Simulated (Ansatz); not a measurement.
**Iridium, bcc under RPBE: ground state and equation of state**

What does RPBE give for iridium in the bcc structure? We relax it, solve it on a dense k-mesh, then scale the cell to 7 volumes from 88 to 112 % of the relaxed one and try a fit of the equation of state. Spin polarisation is left out. The k-meshes are 14×14×14 for the relaxation; 23×23×23 for the dense run; 16×16×16 for the volumes.

This is Ir in the bcc structure; at room conditions it is fcc.

Program: Ansatz 0.2.0. Level of theory: DFT RPBE, plane waves (420 eV) with PAW, scalar-relativistic; PBE-made PAW files. These are calculated values, not measurements.

### 1 Starting point

Symmetry: Im-3m, No. 229, cubic system. The conventional cell has a = 3.047 Å, b = 3.047 Å, c = 3.047 Å, α = 90.00°, β = 90.00°, γ = 90.00°. Around Ir (site symmetry m-3m) lie 8 Ir at 2.64 Å.

Coordinates:

```
CELL_PARAMETERS angstrom
-1.52367 1.52367 1.52367
1.52367 -1.52367 1.52367
1.52367 1.52367 -1.52367
ATOMIC_POSITIONS crystal
Ir 0.00000 0.00000 0.00000
```

### 2 Relaxation of the cell

The input, input.yaml:

```yaml
crystal:
  lattice:
    - [-1.5236668997, 1.5236668997, 1.5236668997]
    - [1.5236668997, -1.5236668997, 1.5236668997]
    - [1.5236668997, 1.5236668997, -1.5236668997]
  atoms:
    - { symbol: Ir, position: [0.0, 0.0, 0.0] }
hamiltonian:
  xc: rpbe
  pseudopotentials:
    kind: paw
    azcp:
      Ir: "pseudopotentials/Ir.paw.azcp"
basis:
  ecutwfc: 420
  fft_grid_basis: typed
kpoints:
  mp_grid: { grid: [14, 14, 14], shift: [0, 0, 0] }
magnetization:
  spin_polarized: false
scf:
  occupations: { method: fermi_dirac, width: 0.1 }
relax:
  max_steps: 60
  f_tol: 0.01
  cell: {}
```

Run with:

```sh
$ ansatz run input.yaml --threads 2 --pin off --max-ram 5120MiB --backend cpu --events-out ev --progress --plain --runs-dir out
```

Standard output:

```text
Warning: RAYON_NUM_THREADS=2 ignored (pool sized by the plan → 2); use --threads N
Engine: ansatz 0.2.0, x86_64-unknown-linux-gnu
Pseudopotentials: kind: paw
Pseudopotential: Ir, paw, valence charge 17, recommended cutoff 420 eV (normal), <dir>
Functional definition: RPBE
  parameter kappa = 0.804
  parameter beta = 0.06672455060314922
  exchange = rpbe_x(kappa = kappa, mu = beta*pi^2/3)
  correlation = pbe_c(beta = beta)
Crystal: 1 atoms, lattice volume = 14.149 Å³
Basis set: ecut = 420 eV, 249 PW (Γ), exchange–correlation on 36×36×36 points (8 copies of the dense FFT grid, shifted against one another)
Bands: 13, of which v1, the nominal top of the filled ones, is band 9 counted from 1 (8 counted from 0)
Symmetry: 48 space group operations
Space group: Im-3m (ITA 229), of the structure as read, at distance tolerance 2.4e-5 Å
k-points: 104 of 2744
Non-local potential: Ir, projectors of the file, l = 0: 3, l = 1: 2, l = 2: 2, l = 3: 1
PAW form: soft (Blöchl's): semilocal exchange-correlation on the pseudo side does not see the compensation charge
PAW frozen core: Ir, regenerated for the run's functional, and the local potential with it (the file was generated under x = pbe(κ = 0.804, μ = 0.2195149727645171), c = pbe(β = 0.06672455060314922))
PAW one-centre angular grid: Ir, 590 points (default); XC on 64 Gauss nodes
Initial density: superposition of atomic densities (neutral atoms: chi_scale 0, normalization atom), corrected by the library's trained network
Initial wavefunctions: pseudopotential atomic-orbital guess
Functional: x = rpbe, c = pbe(β = 0.06672455060314922)
SCF iter   1: F=—  HF=-11948.084168 eV  |F-HF|=—  |Δ(HF+E_count)|=         —  Δρ=6.47e-3  dr2=3.17e-3  ethr=1.77e-3  ⟨swp⟩=5.0  Hψ=6732  notcnv=0
preconditioner: auto → none  [metal: Δε(μ)=0.005 eV  Ē_g=14.046 eV  σ=0.100 eV  W_gap=0.01  n_scr=0 (ndim 8)  ℏωp=29.6 eV  f_vac=0.000  D(μ)=2.15/eV (n_scr^D=42)]
SCF iter   2: F=—  HF=-11948.083991 eV  |F-HF|=—  |Δ(HF+E_count)|=   1.77e-4  Δρ=2.47e-3  dr2=1.79e-4  ethr=1.86e-5  ⟨swp⟩=2.5  Hψ=2696  notcnv=0
SCF iter   3: F=—  HF=-11948.084211 eV  |F-HF|=—  |Δ(HF+E_count)|=   2.19e-4  Δρ=1.26e-3  dr2=4.23e-5  ethr=1.05e-6  ⟨swp⟩=2.2  Hψ=1882  notcnv=0
SCF iter   4: F=—  HF=-11948.084297 eV  |F-HF|=—  |Δ(HF+E_count)|=   8.64e-5  Δρ=4.00e-5  dr2=4.60e-8  ethr=2.49e-7  ⟨swp⟩=2.2  Hψ=1897  notcnv=0
iter 5 did not close the SCF: its close was put off for the readings that it lacked (scf_convergence_deferred on its scf_iter line)
SCF iter   5: F=-11948.084297 eV  HF=-11948.084297 eV  |F-HF|=3.73e-10  |Δ(HF+E_count)|=   8.03e-8  Δρ=8.04e-6  dr2=1.52e-9  ethr=2.71e-10  ⟨swp⟩=2.0  Hψ=2262  notcnv=0
SCF iter   6: F=-11948.084297 eV  HF=-11948.084297 eV  |F-HF|=2.73e-11  |Δ(HF+E_count)|=  3.07e-10  Δρ=4.98e-7  dr2=2.63e-11  ethr=8.93e-12  ⟨swp⟩=1.0  Hψ=4027  notcnv=0
SCF 1 converged in 6 iterations: F = -11948.084297 eV  dr2 = 2.63e-11
relax step   1: F+E_penalty+E_count = -11948.08429703 eV  Δ(F+E_penalty+E_count) = +0.000e0 eV  max|allowed force component| = 0.000e0 eV/Å  Δτ_max = 0.0000 Å  P = +26.624 GPa  Ω = 14.149 Å³  (6 SCF iters, dr2 threshold 1.00e-7 eV, accepted)
Crystal: 1 atoms, lattice volume = 16.321 Å³
Basis set: ecut = 420 eV, 321 PW (Γ), exchange–correlation on 36×36×36 points (8 copies of the dense FFT grid, shifted against one another)
Initial density: handed on by an earlier stage of this run
Initial wavefunctions: those handed on with the density
iter 1 solved again at ethr=1.67e-5 eV; its pass at ethr=3.10e-3 eV (dr2=2.83e-3 eV) is discarded
SCF iter   1: F=—  HF=-11948.111796 eV  |F-HF|=—  |Δ(HF+E_count)|=         —  Δρ=4.78e-3  dr2=2.95e-3  ethr=1.67e-5  ⟨swp⟩=1.3  Hψ=9403  notcnv=0
preconditioner: auto → none  [metal: Δε(μ)=0.003 eV  Ē_g=12.510 eV  σ=0.100 eV  W_gap=0.01  n_scr=0 (ndim 8)  ℏωp=27.6 eV  f_vac=0.000  D(μ)=2.54/eV (n_scr^D=42)]
SCF iter   2: F=—  HF=-11948.111245 eV  |F-HF|=—  |Δ(HF+E_count)|=   5.51e-4  Δρ=1.90e-3  dr2=1.69e-4  ethr=1.67e-5  ⟨swp⟩=2.0  Hψ=1839  notcnv=0
SCF iter   3: F=—  HF=-11948.111299 eV  |F-HF|=—  |Δ(HF+E_count)|=   5.39e-5  Δρ=8.63e-4  dr2=2.77e-5  ethr=9.96e-7  ⟨swp⟩=2.4  Hψ=2206  notcnv=0
SCF iter   4: F=—  HF=-11948.111331 eV  |F-HF|=—  |Δ(HF+E_count)|=   3.22e-5  Δρ=3.12e-4  dr2=3.59e-6  ethr=1.63e-7  ⟨swp⟩=1.2  Hψ=1391  notcnv=0
SCF iter   5: F=—  HF=-11948.111335 eV  |F-HF|=—  |Δ(HF+E_count)|=   3.66e-6  Δρ=5.48e-5  dr2=1.11e-7  ethr=2.11e-8  ⟨swp⟩=2.3  Hψ=2152  notcnv=0
SCF iter   6: F=-11948.111335 eV  HF=-11948.111335 eV  |F-HF|=7.40e-10  |Δ(HF+E_count)|=   1.15e-7  Δρ=4.79e-6  dr2=8.48e-10  ethr=5.88e-10  ⟨swp⟩=4.0  Hψ=3977  notcnv=0
SCF 2 converged in 6 iterations: F = -11948.111335 eV  dr2 = 8.48e-10
relax step   2: F+E_penalty+E_count = -11948.11133500 eV  Δ(F+E_penalty+E_count) = -2.704e-2 eV  max|allowed force component| = 0.000e0 eV/Å  Δτ_max = 0.0000 Å  P = -16.362 GPa  Ω = 16.321 Å³  energy of the carried Pulay correction = -1.302e-3 eV  (6 SCF iters, dr2 threshold 1.00e-7 eV, accepted)
Crystal: 1 atoms, lattice volume = 15.420 Å³
iter 1 solved again at ethr=4.39e-6 eV; its pass at ethr=3.10e-3 eV (dr2=7.46e-4 eV) is discarded
SCF iter   1: F=—  HF=-11948.168239 eV  |F-HF|=—  |Δ(HF+E_count)|=         —  Δρ=2.19e-3  dr2=6.12e-4  ethr=4.39e-6  ⟨swp⟩=1.0  Hψ=9573  notcnv=0
preconditioner: auto → none  [metal: Δε(μ)=0.012 eV  Ē_g=13.068 eV  σ=0.100 eV  W_gap=0.03  n_scr=0 (ndim 8)  ℏωp=28.4 eV  f_vac=0.000  D(μ)=2.39/eV (n_scr^D=42)]
SCF iter   2: F=—  HF=-11948.168068 eV  |F-HF|=—  |Δ(HF+E_count)|=   1.71e-4  Δρ=7.54e-4  dr2=2.41e-5  ethr=3.60e-6  ⟨swp⟩=2.0  Hψ=1847  notcnv=0
SCF iter   3: F=—  HF=-11948.168076 eV  |F-HF|=—  |Δ(HF+E_count)|=   7.89e-6  Δρ=3.56e-4  dr2=4.14e-6  ethr=1.42e-7  ⟨swp⟩=2.2  Hψ=2189  notcnv=0
SCF iter   4: F=-11948.168080 eV  HF=-11948.168080 eV  |F-HF|=1.14e-7  |Δ(HF+E_count)|=   3.72e-6  Δρ=5.17e-5  dr2=8.18e-8  ethr=5.88e-10  ⟨swp⟩=3.0  Hψ=5547  notcnv=0
SCF 3 converged in 4 iterations: F = -11948.168080 eV  dr2 = 8.18e-8
relax step   3: F+E_penalty+E_count = -11948.16808018 eV  Δ(F+E_penalty+E_count) = -5.675e-2 eV  max|allowed force component| = 0.000e0 eV/Å  Δτ_max = 0.0000 Å  P = -2.840 GPa  Ω = 15.420 Å³  energy of the carried Pulay correction = -7.851e-4 eV  (4 SCF iters, dr2 threshold 1.00e-7 eV, accepted)
Crystal: 1 atoms, lattice volume = 15.270 Å³
iter 1 solved again at ethr=6.81e-8 eV; its pass at ethr=3.10e-3 eV (dr2=1.16e-5 eV) is discarded
SCF iter   1: F=—  HF=-11948.169551 eV  |F-HF|=—  |Δ(HF+E_count)|=         —  Δρ=3.73e-4  dr2=1.44e-5  ethr=6.81e-8  ⟨swp⟩=2.2  Hψ=8840  notcnv=0
preconditioner: auto → none  [metal: Δε(μ)=0.012 eV  Ē_g=13.181 eV  σ=0.100 eV  W_gap=0.03  n_scr=0 (ndim 8)  ℏωp=28.5 eV  f_vac=0.000  D(μ)=2.36/eV (n_scr^D=42)]
SCF iter   2: F=—  HF=-11948.169551 eV  |F-HF|=—  |Δ(HF+E_count)|=   1.39e-7  Δρ=1.52e-4  dr2=8.64e-7  ethr=6.81e-8  ⟨swp⟩=2.0  Hψ=1866  notcnv=0
SCF iter   3: F=—  HF=-11948.169551 eV  |F-HF|=—  |Δ(HF+E_count)|=   4.54e-7  Δρ=6.86e-5  dr2=1.49e-7  ethr=5.88e-10  ⟨swp⟩=4.0  Hψ=4171  notcnv=0
SCF iter   4: F=-11948.169551 eV  HF=-11948.169551 eV  |F-HF|=4.37e-10  |Δ(HF+E_count)|=   2.05e-7  Δρ=3.96e-6  dr2=9.13e-10  ethr=5.88e-10  ⟨swp⟩=4.0  Hψ=4040  notcnv=0
SCF 4 converged in 4 iterations: F = -11948.169551 eV  dr2 = 9.13e-10
relax step   4: F+E_penalty+E_count = -11948.16955118 eV  Δ(F+E_penalty+E_count) = -1.471e-3 eV  max|allowed force component| = 0.000e0 eV/Å  Δτ_max = 0.0000 Å  P = -0.082 GPa  Ω = 15.270 Å³  energy of the carried Pulay correction = -6.959e-4 eV  (4 SCF iters, dr2 threshold 1.00e-7 eV, accepted)
Crystal: 1 atoms, lattice volume = 15.266 Å³
iter 1 solved again at ethr=3.60e-11 eV; its pass at ethr=3.10e-3 eV (dr2=6.12e-9 eV) is discarded
SCF iter   1: F=—  HF=-11948.169553 eV  |F-HF|=—  |Δ(HF+E_count)|=         —  Δρ=1.06e-5  dr2=9.11e-9  ethr=3.60e-11  ⟨swp⟩=3.3  Hψ=9266  notcnv=0
preconditioner: auto → none  [metal: Δε(μ)=0.012 eV  Ē_g=13.185 eV  σ=0.100 eV  W_gap=0.03  n_scr=0 (ndim 8)  ℏωp=28.5 eV  f_vac=0.000  D(μ)=2.36/eV (n_scr^D=42)]
SCF iter   2: F=-11948.169555 eV  HF=-11948.169555 eV  |F-HF|=1.11e-9  |Δ(HF+E_count)|=   2.38e-6  Δρ=4.66e-6  dr2=7.63e-10  ethr=3.60e-11  ⟨swp⟩=3.7  Hψ=3766  notcnv=0
SCF 5 converged in 2 iterations: F = -11948.169555 eV  dr2 = 7.63e-10
relax step   5: F+E_penalty+E_count = -11948.16955491 eV  Δ(F+E_penalty+E_count) = -3.735e-6 eV  max|allowed force component| = 0.000e0 eV/Å  Δτ_max = 0.0000 Å  P = +0.002 GPa  Ω = 15.266 Å³  energy of the carried Pulay correction = -6.933e-4 eV  (2 SCF iters, dr2 threshold 1.67e-8 eV, accepted)
Basis set: ecut = 420 eV, 321 PW (Γ), exchange–correlation on 40×40×40 points (8 copies of the dense FFT grid, shifted against one another)
Initial wavefunctions: pseudopotential atomic-orbital guess (no wavefunctions were taken with the density)
iter 1 solved again at ethr=2.97e-8 eV; its pass at ethr=3.10e-3 eV (dr2=5.04e-6 eV) is discarded
SCF iter   1: F=—  HF=-11948.169893 eV  |F-HF|=—  |Δ(HF+E_count)|=         —  Δρ=6.01e-4  dr2=2.18e-6  ethr=2.97e-8  ⟨swp⟩=3.0  Hψ=10317  notcnv=0
SCF iter   2: F=—  HF=-11948.169971 eV  |F-HF|=—  |Δ(HF+E_count)|=   7.85e-5  Δρ=2.98e-4  dr2=4.80e-7  ethr=1.29e-8  ⟨swp⟩=1.0  Hψ=1352  notcnv=0
SCF iter   3: F=—  HF=-11948.169997 eV  |F-HF|=—  |Δ(HF+E_count)|=   2.62e-5  Δρ=2.26e-5  dr2=2.95e-8  ethr=2.82e-9  ⟨swp⟩=2.0  Hψ=2227  notcnv=0
SCF iter   4: F=—  HF=-11948.169997 eV  |F-HF|=—  |Δ(HF+E_count)|=   9.05e-8  Δρ=6.33e-6  dr2=5.87e-10  ethr=1.73e-10  ⟨swp⟩=2.4  Hψ=2017  notcnv=0
SCF iter   5: F=-11948.169997 eV  HF=-11948.169997 eV  |F-HF|=5.28e-11  |Δ(HF+E_count)|=   1.01e-8  Δρ=5.80e-7  dr2=8.90e-12  ethr=1.00e-12  ⟨swp⟩=3.0  Hψ=5669  notcnv=0
SCF 6 converged in 5 iterations: F = -11948.169997 eV  dr2 = 8.90e-12
relax step   6: F+E_penalty+E_count = -11948.16999749 eV  Δ(F+E_penalty+E_count) = -4.426e-4 eV  max|allowed force component| = 0.000e0 eV/Å  Δτ_max = 0.0000 Å  P = -0.061 GPa  Ω = 15.266 Å³  stress off target by 6.11e-2 GPa  SCF on the basis re-selected at this cell (its energy is not comparable with the rows above)  (5 SCF iters)
basis re-selected at this cell: Δ(F+E_penalty+E_count) = -4.426e-4 eV, ΔP = -0.063 GPa vs the last step (what re-selecting the basis moved, of the pressure what is left beyond the Pulay correction that the steps carried, after the strain that the cell walked since its last selection, with what the two solves' SCF thresholds leave and, on support functions, any second-order correction that the steps lacked; it is no measure of the basis error at this ecutwfc). The dense FFT grid was sized anew with the basis: this SCF ran on 20×20×20 points, the steps before it on 18×18×18, so part of this shift can come from that change (see relax.cell in the input reference). This SCF's stress stands 6.11e-2 GPa from its target on what of the cell is left free (relax.cell.stress_tol is 5.00e-2 GPa) and its largest allowed force component is 0.00e0 eV/Å (relax.f_tol is 1.00e-2 eV/Å): not within both, so this SCF does not close the relaxation
Crystal: 1 atoms, lattice volume = 15.262 Å³
iter 1 solved again at ethr=2.60e-11 eV; its pass at ethr=3.10e-3 eV (dr2=4.42e-9 eV) is discarded
SCF iter   1: F=—  HF=-11948.170000 eV  |F-HF|=—  |Δ(HF+E_count)|=         —  Δρ=7.30e-6  dr2=6.31e-9  ethr=2.60e-11  ⟨swp⟩=2.8  Hψ=8980  notcnv=0
preconditioner: auto → none  [metal: Δε(μ)=0.012 eV  Ē_g=13.187 eV  σ=0.100 eV  W_gap=0.03  n_scr=0 (ndim 8)  ℏωp=28.5 eV  f_vac=0.000  D(μ)=2.36/eV (n_scr^D=42)]
SCF iter   2: F=-11948.170000 eV  HF=-11948.170000 eV  |F-HF|=1.64e-10  |Δ(HF+E_count)|=   1.99e-7  Δρ=2.82e-6  dr2=3.16e-10  ethr=2.60e-11  ⟨swp⟩=3.8  Hψ=3845  notcnv=0
SCF 7 converged in 2 iterations: F = -11948.170000 eV  dr2 = 3.16e-10
relax step   7: F+E_penalty+E_count = -11948.16999977 eV  Δ(F+E_penalty+E_count) = -2.280e-6 eV  max|allowed force component| = 0.000e0 eV/Å  Δτ_max = 0.0000 Å  P = -0.000 GPa  Ω = 15.262 Å³  energy of the carried Pulay correction = +1.665e-6 eV  (2 SCF iters, dr2 threshold 9.32e-9 eV, accepted)
iter 1 solved again at ethr=1.95e-8 eV; its pass at ethr=3.10e-3 eV (dr2=3.32e-6 eV) is discarded
SCF iter   1: F=—  HF=-11948.169988 eV  |F-HF|=—  |Δ(HF+E_count)|=         —  Δρ=6.40e-6  dr2=1.47e-9  ethr=1.95e-8  ⟨swp⟩=3.0  Hψ=10338  notcnv=0
SCF iter   2: F=—  HF=-11948.169987 eV  |F-HF|=—  |Δ(HF+E_count)|=   9.38e-7  Δρ=2.88e-6  dr2=2.61e-10  ethr=8.63e-12  ⟨swp⟩=2.1  Hψ=2215  notcnv=0
SCF iter   3: F=—  HF=-11948.169987 eV  |F-HF|=—  |Δ(HF+E_count)|=  1.82e-12  Δρ=5.26e-7  dr2=2.54e-11  ethr=1.54e-12  ⟨swp⟩=2.5  Hψ=2278  notcnv=0
SCF iter   4: F=-11948.169987 eV  HF=-11948.169987 eV  |F-HF|=5.46e-12  |Δ(HF+E_count)|=  3.64e-12  Δρ=1.25e-7  dr2=7.01e-13  ethr=1.00e-12  ⟨swp⟩=5.0  Hψ=4969  notcnv=0
SCF 8 converged in 4 iterations: F = -11948.169987 eV  dr2 = 7.01e-13
relax step   8: F+E_penalty+E_count = -11948.16998689 eV  Δ(F+E_penalty+E_count) = +1.288e-5 eV  max|allowed force component| = 0.000e0 eV/Å  Δτ_max = 0.0000 Å  P = +0.002 GPa  Ω = 15.262 Å³  stress off target by 2.20e-3 GPa  SCF on the basis re-selected at this cell (its energy is not comparable with the rows above)  (4 SCF iters)
basis re-selected at this cell: Δ(F+E_penalty+E_count) = +1.288e-5 eV, ΔP = +0.002 GPa vs the last step (what re-selecting the basis moved, of the pressure what is left beyond the Pulay correction that the steps carried, after the strain that the cell walked since its last selection, with what the two solves' SCF thresholds leave and, on support functions, any second-order correction that the steps lacked; it is no measure of the basis error at this ecutwfc). This SCF's stress stands 2.20e-3 GPa from its target on what of the cell is left free (relax.cell.stress_tol is 5.00e-2 GPa) and its largest allowed force component is 0.00e0 eV/Å (relax.f_tol is 1.00e-2 eV/Å): within both
SCF converged after 4 iterations
Free energy (F): -11948.169987 eV
Harris-Foulkes:  -11948.169987 eV  (|F-HF|=5.46e-12)
Internal energy: -11948.096290 eV  (E = F + TS)
E sigma→0 (E₀):  -11948.133139 eV
Entropy (-TS):   -0.073696 eV (-73.696 meV/atom)
Fermi energy:    23.324453 eV
--- Per-component energies (eV) ---
  E_band       = -112.922582
  E_kinetic    = 622.341893
  E_local      = -1153.704135  (includes V_loc(G=0)·N_el)
  E_nonlocal   = 72.437538
  E_hartree    = 438.054690
  E_xc         = -267.392813
  E_vxc        = -298.866097  (∫ρ·V_xc dr)
  E_paw        = -9236.846441  (= ΣΔE_a)
  E_vpaw       = -231.241219  (= ΣTr[D̂ρ^β])
  E_aug_tail   = 0.000065  (compensation charges beyond the density's cutoff)
  E_ewald      = -2422.955564
  E_core_change = -0.031522  (= ΣΔE_core)
  E_smearing   = -0.073696  (= −TS)
  E_closure    = 0.000000  (closes the sum)
  Σ components = -11948.169987   (vs F -11948.169987, Δ=0.00e0)
--- Forces (eV/Å), atoms counted from 1 ---
  atom   1  Ir     0.00000000     0.00000000    -0.00000000
  max |Σ_I F_I| component: 1.52e-31 eV/Å
--- Stress (GPa, compression-positive) ---
        0.002202      -0.000000       0.000000
        0.000000       0.002202       0.000000
        0.000000       0.000000       0.002202
  P = ⅓ Tr σ = 0.0022 GPa (0.022 kbar)
--- Relaxed structure (6 steps of the walk, 6 accepted, 2 SCFs on fresh bases) ---
  F+E_penalty+E_count = -11948.16998689 eV   max|allowed force component| = 0.000e0 eV/Å   (the final SCF, on the basis selected at the relaxed cell)
  cell:  # Å, volume = 15.2624 Å³
    - [-1.5626226582186928, 1.5626226582186928, 1.5626226582186928]
    - [1.5626226582186928, -1.5626226582186928, 1.5626226582186928]
    - [1.5626226582186928, 1.5626226582186928, -1.5626226582186928]
  atoms:
    - { symbol: Ir, position: [0.0, 0.0, 0.0] }
```

Run time: 4.7 s. Hardware: 2 threads of Intel Xeon Platinum 8488C (Sapphire Rapids), shared host; peak memory 0.35 GiB.

The walk, from the log:

```tsv
step	energy change (meV/atom)	largest force (eV/Å)	pressure (GPa)	volume (Å³/atom)
1	0.00	0.0000	26.62	14.149
2	-27.04	0.0000	-16.36	16.321
3	-83.78	0.0000	-2.84	15.420
4	-85.25	0.0000	-0.08	15.270
5	-85.26	0.0000	0.00	15.266
6	-85.70	0.0000	-0.06	15.266
7	-85.70	0.0000	0.00	15.262
8	-85.69	0.0000	0.00	15.262
```

Steps that repeat a cell are solved on a basis chosen anew, so their changes of energy are no gain of the relaxation.

Changes in the cell that was computed:

|  | before | after | change |
| --- | --- | --- | --- |
| a (Å) | 2.639 | 2.707 | +2.6 % |
| b (Å) | 2.639 | 2.707 | +2.6 % |
| c (Å) | 2.639 | 2.707 | +2.6 % |
| volume (Å³/atom) | 14.149 | 15.262 | +7.9 % |
| shortest distance (Å) | 2.639 | 2.707 | +2.6 % |
| space group (spins left aside) | Im-3m | Im-3m | same |

### 3 Single point on a dense mesh

The input, input.yaml:

```yaml
crystal:
  lattice:
    - [-1.5626226582, 1.5626226582, 1.5626226582]
    - [1.5626226582, -1.5626226582, 1.5626226582]
    - [1.5626226582, 1.5626226582, -1.5626226582]
  atoms:
    - { symbol: Ir, position: [0.0, 0.0, 0.0] }
hamiltonian:
  xc: rpbe
  pseudopotentials:
    kind: paw
    azcp:
      Ir: "pseudopotentials/Ir.paw.azcp"
basis:
  ecutwfc: 420
  fft_grid_basis: typed
kpoints:
  mp_grid: { grid: [23, 23, 23], shift: [0, 0, 0] }
magnetization:
  spin_polarized: false
scf:
  occupations: { method: fermi_dirac, width: 0.1 }
```

Run with:

```sh
$ ansatz run input.yaml --threads 2 --pin off --max-ram 5120MiB --backend cpu --events-out ev --progress --plain --runs-dir out
```

Standard output (excerpt; [...] marks lines left out):

```text
Warning: RAYON_NUM_THREADS=2 ignored (pool sized by the plan → 2); use --threads N
[...]
[... 3 set-up lines as earlier in the session ...]
[...]
Crystal: 1 atoms, lattice volume = 15.262 Å³
Basis set: ecut = 420 eV, 321 PW (Γ)
Bands: 13, of which v1, the nominal top of the filled ones, is band 9 counted from 1 (8 counted from 0)
[... 1 set-up line as earlier in the session ...]
Space group: Im-3m (ITA 229), of the structure as read, at distance tolerance 2.5e-5 Å
k-points: 364 of 12167
[...]
SCF iter   1: F=—  HF=-11948.166860 eV  |F-HF|=—  |Δ(HF+E_count)|=         —  Δρ=5.88e-3  dr2=2.88e-3  ethr=1.77e-3  ⟨swp⟩=5.0  Hψ=23627  notcnv=0
[...]
SCF iter   6: F=-11948.167446 eV  HF=-11948.167446 eV  |F-HF|=1.34e-9  |Δ(HF+E_count)|=   2.52e-7  Δρ=4.37e-6  dr2=6.78e-10  ethr=5.88e-10  ⟨swp⟩=2.0  Hψ=9355  notcnv=0
[...]
SCF converged after 6 iterations
Free energy (F): -11948.167446 eV
[...]
E sigma→0 (E₀):  -11948.129138 eV
Entropy (-TS):   -0.076615 eV (-76.615 meV/atom)
Fermi energy:    23.329213 eV
[...]
```

It took 1.8 s on 2 threads of Intel Xeon Platinum 8488C (Sapphire Rapids), shared host; peak memory 0.35 GiB.

### 4 Equation of state: 88 %

The input, input.yaml:

```yaml
crystal:
  lattice:
    - [-1.4974362467, 1.4974362467, 1.4974362467]
    - [1.4974362467, -1.4974362467, 1.4974362467]
    - [1.4974362467, 1.4974362467, -1.4974362467]
  atoms:
    - { symbol: Ir, position: [0.0, 0.0, 0.0] }
hamiltonian:
  xc: rpbe
  pseudopotentials:
    kind: paw
    azcp:
      Ir: "pseudopotentials/Ir.paw.azcp"
basis:
  ecutwfc: 420
  fft_grid_basis: typed
kpoints:
  mp_grid: { grid: [16, 16, 16], shift: [0, 0, 0] }
magnetization:
  spin_polarized: false
scf:
  occupations: { method: fermi_dirac, width: 0.1 }
  lower_state_search: "off"
output:
  stress: true
```

Run with:

```sh
$ ansatz run input.yaml --threads 2 --pin off --max-ram 5120MiB --backend cpu --events-out ev --progress --plain --runs-dir out
```

Standard output (excerpt; [...] marks lines left out):

```text
Warning: RAYON_NUM_THREADS=2 ignored (pool sized by the plan → 2); use --threads N
[...]
[... 3 set-up lines as earlier in the session ...]
[...]
Crystal: 1 atoms, lattice volume = 13.431 Å³
Basis set: ecut = 420 eV, 249 PW (Γ)
Bands: 13, of which v1, the nominal top of the filled ones, is band 9 counted from 1 (8 counted from 0)
[... 2 set-up lines as earlier in the session ...]
k-points: 145 of 4096
[...]
SCF iter   1: F=—  HF=-11947.908841 eV  |F-HF|=—  |Δ(HF+E_count)|=         —  Δρ=6.66e-3  dr2=3.19e-3  ethr=1.77e-3  ⟨swp⟩=5.0  Hψ=9416  notcnv=0
[...]
SCF iter   6: F=-11947.908394 eV  HF=-11947.908394 eV  |F-HF|=5.09e-11  |Δ(HF+E_count)|=   1.67e-9  Δρ=1.36e-6  dr2=7.40e-11  ethr=7.51e-12  ⟨swp⟩=1.0  Hψ=5617  notcnv=0
[...]
SCF converged after 6 iterations
Free energy (F): -11947.908394 eV
[...]
E sigma→0 (E₀):  -11947.874672 eV
Entropy (-TS):   -0.067445 eV (-67.445 meV/atom)
Fermi energy:    27.354666 eV
[...]
--- Stress (GPa, compression-positive) ---
       51.354468       0.000000       0.000000
        0.000000      51.354468      -0.000000
        0.000000       0.000000      51.354468
  P = ⅓ Tr σ = 51.3545 GPa (513.545 kbar)
```

Run time: 0.86 s. Hardware: 2 threads of Intel Xeon Platinum 8488C (Sapphire Rapids), shared host; peak memory 0.33 GiB.

(Part 1 of 2 ends here.)
